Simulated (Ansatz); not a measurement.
CoSi2, 3 atoms in the cell. The structure is cubic, space group Fm-3m (No. 225). Conventional cell: a = 5.356 Å, b = 5.356 Å, c = 5.356 Å, α = 90.00°, β = 90.00°, γ = 90.00°. Around Co (site symmetry m-3m) lie 8 Si at 2.32 Å. Si (site symmetry -43m) is surrounded by 4 Co at 2.32 Å. 

```yaml
Program: Ansatz 0.2.0
Task: band structure
Functional: r2SCAN
Potentials_or_basis: Ansatz PAW
Cutoff: "500 eV (not typed: the program's choice for these potentials)"
k_mesh: 9 × 9 × 9
Occupations: fermi-dirac, width 0.05 eV
Spin: collinear spin, ferromagnetic start
Starting_moments: "[2.0, 0.0, 0.0] μB"
Hubbard_terms: Co d U = 5 eV
Path: "[[\"G\", \"X\", \"W\", \"K\", \"G\", \"L\", \"U\", \"W\", \"L\", \"K\"], [\"U\", \"X\"]]"
Points_for_each_segment_of_the_path: 14
Hubbard_projectors: ortho-atomic (the default)
Double_counting: fll (the default)
```

Potentials or basis: Ansatz PAW.

Launch:

```bash
$ ansatz run input.yaml --threads 2 --pin off --max-ram 5632MiB --backend cpu --events-out ev --progress --plain --runs-dir out
```

Hardware: 2 threads of Arm Neoverse V2 (shared host).

Estimate the wall time of this run.

Run time: 71 s on 2 threads of Arm Neoverse V2 (shared host), peak memory 1.1 GiB. Counts: scf iterations 39, plane waves 941, k points 35, bands 20.
